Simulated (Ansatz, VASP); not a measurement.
**BaTe: VASP beside Ansatz**

```
CELL_PARAMETERS angstrom
0.00000 3.41000 3.41000
3.41000 0.00000 3.41000
3.41000 3.41000 0.00000
ATOMIC_POSITIONS crystal
Ba 0.00000 0.00000 0.00000
Te 0.50000 0.50000 0.50000
```

Alike in both runs: task relaxation of the atoms; functional PBE; k mesh 7 × 7 × 7; occupations fermi-dirac, width 0.02 eV; no spin polarisation.

|  | VASP | Ansatz |
| --- | --- | --- |
| version | VASP 6.6.1 | Ansatz 0.2.0 |
| potentials or method | VASP PAW PBE potentials, release 64 (Ba_sv, Te) | plane-wave PAW, scalar-relativistic |
| plane-wave cutoff (eV) | 520 | 420 |
| valence electrons in the cell | 16 | 26 |

|  | VASP | Ansatz | Ansatz less VASP |
| --- | --- | --- | --- |
| gap on the k mesh at the Fermi level, each at its own relaxed structure (eV) | 1.38 | 1.48 | +0.099 |

The two sets of potentials don't hold the same shells in valence. Ansatz warned: «gradients_without_spin_orbit».

Caveats: the relaxation stopped at its first step, so nothing moved; spin-orbit coupling is left out, which moves the levels of the heavy elements; an odd mesh through Γ misses points on the zone boundary, where band edges often lie. PBE gaps usually lie below the measured ones, often by a third to a half.
